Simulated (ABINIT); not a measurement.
A run of ABINIT 10.8.3 (patched build):

run.abi

```
# Pseudopotentials
pp_dirpath "./"
pseudos "Zn.GGA_PBE-JTH.xml"

# Structure
acell 3*1.0 Angstrom
rprim
    -1.5271390000     1.5617310000     1.5269050000
     1.4864710000    -1.6587790000     1.5832850000
     1.5658470000     1.6974880000    -1.6239530000
ntypat 1
znucl 30
natom 1
typat 1
xred
     0.0197600000    -0.0046890000     0.0109340000
chkprim 0
chksymtnons 0
tolsym 1.0e-6

# Plane-wave basis
ecut 22.0
pawecutdg 44.0

# k points
kptopt 1
ngkpt 12 12 12
nshiftk 1
shiftk 0.0 0.0 0.0

# Exchange and correlation
ixc 11

# Bands and occupations
nband 10
occopt 3
tsmear 0.00183747

# SCF cycle
nstep 100
tolvrs 1.0e-9

# Output
iomode 3
prtwf 0
prteig 0
prtebands 0
prtden 1
prtvha 1
prtvclmb 1
prtpot 1
```

Potentials or basis: JTH PAW PBE v2.0.

Run with:

```console
$ abinit run.abi > log 2>&1
```

Hardware: 1 thread of AMD EPYC 7R13 Processor (Zen 3), on a shared host.

Q: How long does it take, and how much memory?

A: It took 4.3 min on 1 thread of AMD EPYC 7R13 Processor (Zen 3) (shared host), peak memory 0.27 GiB. Counts: scf iterations 34, mpi ranks 1, k points 868, bands 10, plane waves 528.
